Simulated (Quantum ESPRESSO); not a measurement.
Zn: equation of state with LDA

Zn:

```xyz
1
Lattice="-1.5690 1.5690 1.5690 1.5690 -1.5690 1.5690 1.5690 1.5690 -1.5690" Properties=species:S:1:pos:R:3 pbc="T T T"
Zn    0.0000    0.0000    0.0000
```

This isn't the form of Zn at room conditions, which is hcp.

- Program: Quantum ESPRESSO 7.5
- Task: equation of state
- Functional: LDA
- Potentials or basis: GBRV 1.5 LDA
- Cutoff: 762 eV
- Density cutoff: 6095 eV
- k mesh: 12 × 12 × 12
- Occupations: fermi-dirac, width 0.05 eV
- Spin: no spin polarisation

```
Equilibrium volume : 13.65 Å³/atom (rough: see the caveat)
Bulk modulus       : 91 GPa (rough)
```

Energy against volume, from the lowest point:
| volume (Å³/atom) | energy (meV/atom) |
| --- | --- |
| 14.524 | 0.00 |
| 14.833 | 10.55 |
| 15.142 | 23.32 |
| 15.451 | 38.18 |
| 15.760 | 54.71 |
| 16.069 | 72.74 |
| 16.378 | 92.01 |

All runs of the series together: 40 s on 2 threads of Arm Neoverse V1, on a shared host.

Caveat: the minimum lies outside the volumes run.
